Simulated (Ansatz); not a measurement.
# K2S (Fm-3m): zero-pressure volume and bulk modulus with rPW86-PBE + rVV10

The task here is to estimate one member of a computed series from the others.

Program: Ansatz 0.2.0. Level of theory: DFT rPW86-PBE + rVV10, scalar-relativistic, plane waves, PAW. These are calculated values, not measurements.

1 further run of the same task is left out (it didn't finish). Runs told in other sessions of the task aren't counted.

### The starting structure

The structure is cubic, space group Fm-3m (No. 225). Conventional cell: a = 7.391 Å, b = 7.391 Å, c = 7.391 Å, α = 90.00°, β = 90.00°, γ = 90.00°. Around K (site symmetry -43m) lie 4 S at 3.20 Å. S (site symmetry m-3m) has 8 K at 3.20 Å in its first shell of neighbours.

Coordinates:

```xyz
3
Lattice="0.0000 3.6955 3.6955 3.6955 0.0000 3.6955 3.6955 3.6955 0.0000" Properties=species:S:1:pos:R:3 pbc="T T T"
K     1.8477    1.8477    1.8477
K     5.5432    5.5432    5.5432
S     0.0000    0.0000    0.0000
```

An earlier run on this cell at PBE gave 0.57 GPa at 33.646 Å³/atom (6×6×6 mesh), mesh gap 2.40 eV.

Set-up of the first run:

Contents of input.yaml:

```yaml
crystal:
  lattice:
    - [0.0, 3.6954997636, 3.6954997636]
    - [3.6954997636, 0.0, 3.6954997636]
    - [3.6954997636, 3.6954997636, 0.0]
  atoms:
    - { symbol: K, position: [0.25, 0.25, 0.25] }
    - { symbol: K, position: [0.75, 0.75, 0.75] }
    - { symbol: S, position: [0.0, 0.0, 0.0] }
basis:
  ecutwfc: 420
  ecutrho_ratio: 4
kpoints:
  mp_grid: { grid: [6, 6, 6] }
hamiltonian:
  xc: { exchange: rpw86, correlation: pbe }
  dispersion: rvv10
scf:
  occupations: { method: gaussian, width: 0.05 }
output:
  forces: true
  stress: true
  eigenvalues: true
```

Command:

```
> ansatz run input.yaml --threads 4 --pin off --max-ram 8192MiB --backend cpu --events-out ev --progress --plain --runs-dir out
```

Among the steps run: At the given cell; Stepping to 33.511 Å³/atom; Volume × 0.98 of the new zero; Volume × 1.02 of the new zero; Volume × 0.96 of the new zero; Volume × 1.04 of the new zero.

One of the session's tables, all rows but one given; the rest of the session is left out.

It belongs to the step «Energy and pressure against volume». 

```
volume (Å³/atom)  energy (meV/atom)  pressure (GPa)
          32.171               3.70            0.92
          32.841                  ?               ?
          33.511               0.00            0.00
          34.181               0.85           -0.40
          34.851               3.27           -0.75
```

Estimate the missing values for volume (Å³/atom) = 32.841.

Worked estimate for «energy (meV/atom)». A straight line through the neighbours (32.171, 3.70) and (33.511, 0.00) gives 3.70 + (0.00 − 3.70) × (32.841 − 32.171) / (33.511 − 32.171) = 1.85; a parabola fitted to 3 rows on both sides gives 0.95.

**Answer.** energy (meV/atom): 0.88; pressure (GPa): 0.43. In «energy (meV/atom)» the line misses by +0.97 and the parabola by +0.07.
